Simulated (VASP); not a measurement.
# KCl (P1) in VASP: a series of runs, part 2 of 2

VASP 6.6.1.

## 3. Relaxation of cell and atoms, PBEsol (atom 2 moved 0.30 Å)

INCAR reads:

```
  PREC = Accurate
  ENCUT = 600
  EDIFF = 1E-7
  ISMEAR = 0
  SIGMA = 0.05
  LREAL = F
  LASPH = T
  NELM = 60
  ALGO = Normal
  ISIF = 3
  LWAVE = F
  LCHARG = F
  GGA = PS
  IBRION = 2
  NSW = 60
  EDIFFG = -0.01
```

KPOINTS reads:

```
regular mesh
0
Gamma
  7 5 5
```

POSCAR reads:

```
KCl
1.0
   -3.8391960000      0.0000000000      0.0000000000
    0.0000000000      3.8391960000      3.8391960000
    0.0000000000      3.8391960000     -3.8391960000
K Cl
2 2
Direct
    0.0102873900      0.0021572700      0.9884567900
    0.9691378200      0.4935281900      0.5346296300
    0.5102873900      0.5021572700      0.9884567900
    0.5102873900      0.0021572700      0.4884567900
```

Potentials or basis: VASP PAW PBE potentials, release 64 (K_sv, Cl).

Launch:

```sh
cat potpaw_PBE.64/K_sv/POTCAR potpaw_PBE.64/Cl/POTCAR > POTCAR
mpirun -np 1 vasp_std > vasp.out
```

OUTCAR:

```text
PREC = Accurate
   ENCUT = 600
   EDIFF = 1E-7
   ISMEAR = 0
   LREAL = F
   LASPH = T
   NELM = 60
   ISIF = 3
   GGA = PS
   IBRION = 2
   NSW = 60
   EDIFFG = -0.01

 ion  position               nearest neighbor table
   1  0.010  0.002  0.988-   2 3.64   2 3.70
   2  0.969  0.494  0.535-   3 3.03   4 3.21   3 3.22   1 3.64   1 3.70
   3  0.510  0.502  0.988-   2 3.03   2 3.22
   4  0.510  0.002  0.488-   2 3.21

  LATTYP: Found a simple tetragonal cell.
 ALAT       =     5.4294430518
 C/A-ratio  =     0.7071067812

  Lattice vectors:

 A1 = (   0.0000000000,   3.8391960000,   3.8391960000)
 A2 = (   0.0000000000,   3.8391960000,  -3.8391960000)
 A3 = (  -3.8391960000,   0.0000000000,   0.0000000000)

Analysis of symmetry for initial positions (statically):
=====================================================================
 Subroutine PRICEL returns:
 Original cell was already a primitive cell.

 Routine SETGRP: Setting up the symmetry group for a
 simple tetragonal supercell.

 Subroutine GETGRP returns: Found  1 space group operations
 (whereof  1 operations were pure point group operations)
 out of a pool of 16 trial point group operations.

The static configuration has the point symmetry C_1 .

Analysis of symmetry for dynamics (positions and initial velocities):
=====================================================================
 Subroutine PRICEL returns:
 Original cell was already a primitive cell.

 Routine SETGRP: Setting up the symmetry group for a
 simple tetragonal supercell.

 Subroutine GETGRP returns: Found  1 space group operations
 (whereof  1 operations were pure point group operations)
[... 137 lines left out ...]
 conjugate gradient relaxation of ions
 non-spin polarized calculation
 Gauss-broadening in eV      SIGMA  =   0.05
  energy-cutoff  :      600.00
  volume of cell :      113.18
 maximum number of plane-waves:      3790
   NGX = 15   NGY = 21   NGZ = 21

--------------------------------------- Ionic step        1  -------------------------------------------

 number of electron      32.0000000 magnetization

 Free energy of the ion-electron system (eV)
  ---------------------------------------------------
  ext. energy  EPLUGINS =         0.00000000
  ---------------------------------------------------
  free energy    TOTEN  =       -13.75012487 eV

  energy without entropy =      -13.75012487  energy(sigma->0) =      -13.75012487

------------------------ aborting loop because EDIFF is reached ----------------------------------------

  FORCE on cell =-STRESS in cart. coord.  units (eV):
  Direction    XX          YY          ZZ          XY          YZ          ZX
  --------------------------------------------------------------------------------------
  -------------------------------------------------------------------------------------
  Total       -0.7743475     -0.7807291     -0.7523741      0.0979425     -0.0989847     -0.1314759
  in kB      -10.9621467    -11.0524890    -10.6510782      1.3865350     -1.4012889     -1.8612557
  external PRESSURE =     -10.8885713 kB  Pullay stress =       0.0000000 kB
[... 95 lines left out ...]
  FREE ENERGIE OF THE ION-ELECTRON SYSTEM (eV)
  ---------------------------------------------------
  free  energy   TOTEN  =       -13.7964818978 eV

  energy  without entropy=      -13.7964818978  energy(sigma->0) =      -13.79648190

[... ionic steps 4 to 10 ...]

--------------------------------------- Ionic step       11  -------------------------------------------

 number of electron      31.9999999 magnetization

------------------------ aborting loop because EDIFF is reached ----------------------------------------
[... 71 lines left out ...]
--------------------------------------- Ionic step       13  -------------------------------------------

 number of electron      31.9999998 magnetization

 Free energy of the ion-electron system (eV)
  ---------------------------------------------------
  ext. energy  EPLUGINS =         0.00000000
  ---------------------------------------------------
  free energy    TOTEN  =       -13.83126472 eV

  energy without entropy =      -13.83126472  energy(sigma->0) =      -13.83126472

 E-fermi :  -0.2309     XC(G=0):  -8.6126

 val. band max:       -0.5196756583   @ k =   0.0000   0.0000   0.0000
 cond. band min:       4.4191317785   @ k =   0.0000   0.0000   0.0000
 fundamental gap:      4.9388074368
 Fermi energy:        -0.2308505039

 k-point     1 :       0.0000    0.0000    0.0000
  band No.  band energies     occupation
      1     -28.2831      2.00000
      2     -28.2305      2.00000
      3     -13.2174      2.00000
      4     -12.8935      2.00000
      5     -12.0111      2.00000
      6     -12.0090      2.00000
[... 541 lines left out ...]
     19       7.0401      0.00000
     20       7.3312      0.00000

 [... further k-points ...]
[... 5 lines left out ...]
  --------------------------------------------------------------------------------------
  -------------------------------------------------------------------------------------
  Total       -0.0175771      0.0100184      0.0093203      0.0150865     -0.0177774     -0.0089302
  in kB       -0.2684515      0.1530085      0.1423468      0.2304135     -0.2715097     -0.1363894
  external PRESSURE =       0.0089679 kB  Pullay stress =       0.0000000 kB
[... 19 lines left out ...]
  FREE ENERGIE OF THE ION-ELECTRON SYSTEM (eV)
  ---------------------------------------------------
  free  energy   TOTEN  =       -13.8312647209 eV

  energy  without entropy=      -13.8312647209  energy(sigma->0) =      -13.83126472

 reached required accuracy - stopping structural energy minimisation
```

CONTCAR:

```text
KCl
   1.00000000000000
    -3.7455954482612039    0.0058121591706594   -0.0033926979119490
    -0.0024962389087600    3.7490580395650115    3.7492123468576062
    -0.0092584453534870    3.7351766157445279   -3.7351904512455079
  K               Cl
     2     2
Direct
     0.0031611355843117    0.9999046324972182    0.9997723283951383
     0.9969528272053813    0.5000455126172160    0.5002900639587249
     0.4999526890951000    0.5001768761468168    0.0002425703062023
     0.4999333381152132    0.9998729787387419    0.4996950373399345

  0.00000000E+00  0.00000000E+00  0.00000000E+00
  0.00000000E+00  0.00000000E+00  0.00000000E+00
  0.00000000E+00  0.00000000E+00  0.00000000E+00
  0.00000000E+00  0.00000000E+00  0.00000000E+00
```

Run time: 21 min. Hardware: 1 thread of Intel Xeon Platinum 8488C (Sapphire Rapids), shared host; peak memory 0.42 GiB.

Results:

| Item | Value |
| --- | --- |
| Free energy | -13.8313 eV |
| Relaxed volume | 26.23 Å³/atom |
| Relaxed cell | a = 3.746 Å, b = 5.302 Å, c = 5.282 Å, α = 90.00°, β = 89.80°, γ = 89.95° |
| Space group after relaxing (to 0.05 Å) | Pm-3m (No. 221) |
| Energy gained by relaxing | 20.3 meV/atom |
| Ionic steps | 13 |
| Pressure after relaxing | 0.0 GPa |
| Largest force after relaxing | 0.008 eV/Å |
| Band gap on the k mesh | 4.94 eV, direct |

Forces on the atoms (eV/Å):
```
K    0.007  0.002 -0.001
K   -0.007 -0.003  0.001
Cl   0.000 -0.003  0.000
Cl  -0.001  0.003 -0.001
```

The path:
```
step  energy change (eV)  largest force (eV/Å)  pressure (GPa)  volume (Å³)
   1              0.0000                0.3276           -1.09       113.18
   2             -0.0253                0.3276           -0.67       110.05
   3             -0.0464                0.3213            0.31       104.51
   4             -0.0572                0.2528            0.22       104.63
   5             -0.0741                0.0872            0.04       105.00
   6             -0.0753                0.0732            0.01       105.11
   7             -0.0754                0.0736            0.01       105.13
   8             -0.0775                0.0528           -0.02       105.21
   9             -0.0803                0.0222           -0.10       105.43
  10             -0.0806                0.0199            0.10       104.45
  11             -0.0806                0.0204            0.03       104.77
  12             -0.0809                0.0169            0.02       104.80
  13             -0.0811                0.0079            0.00       104.90
```

Final structure:
```yaml
crystal:
  lattice:
    - [-3.74560, 0.00581, -0.00339]
    - [-0.00250, 3.74906, 3.74921]
    - [-0.00926, 3.73518, -3.73519]
  atoms:
    - { symbol: K, position: [0.00316, 0.99990, 0.99977] }
    - { symbol: K, position: [0.99695, 0.50005, 0.50029] }
    - { symbol: Cl, position: [0.49995, 0.50018, 0.00024] }
    - { symbol: Cl, position: [0.49993, 0.99987, 0.49970] }
```

Levels at points of the mesh, in eV from the valence-band top:
```tsv
k point	band 13	band 14	band 15	band 16	band 17	band 18	band 19	band 20
(0.00, 0.00, 0.00)	-0.22	-0.22	-0.22	0.00	4.94	6.09	6.36	6.36
```

Caveat: the PAW data sets were made with another functional, which shifts forces and pressure a little; an odd mesh through Γ misses points on the zone boundary, where band edges often lie.
